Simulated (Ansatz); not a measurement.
Crystal: BaTiO3.

```xyz
5
Lattice="2.8274 1.6324 2.3184 -2.8274 1.6324 2.3184 0.0000 -3.2648 2.3184" Properties=species:S:1:pos:R:3 pbc="T T T"
Ba    0.0000    0.0000    0.0000
Ti    0.0000    0.0000    3.3698
O     1.3885   -0.8017    2.3988
O    -1.3885   -0.8017    2.3988
O     0.0000    1.6033    2.3988
```

Base run:

| Quantity | Value |
| --- | --- |
| Program | Ansatz 0.2.0 |
| Functional | LDA |
| Potentials or basis | all-electron LAPW, scalar-relativistic |
| Cutoff | 408 eV |
| Density cutoff | 1631 eV |
| Basis error allowed | 0.002 eV/atom |
| k mesh | 7 × 7 × 7 |
| Occupations | fermi-dirac, width 0.05 eV |
| Spin | no spin polarisation |

Its results: band gap on the k mesh 2.41 eV, indirect (least direct gap 2.70 eV); pressure -5.9 GPa; largest force 0.162 eV/Å.

Question: The run is repeated on the same cell with these changes: functional from LDA to PBEsol. What comes out?

Answer: Band gap on the k mesh 2.45 eV, indirect (least direct gap 2.75 eV); pressure -1.2 GPa; largest force 0.144 eV/Å.

PBEsol binds less tightly than LDA, so the same cell stands under more pressure.

Caveats: spin-orbit coupling is left out, which moves the levels of the heavy elements.

A k mesh can miss the band edges.

Not every run made on this cell is shown here.
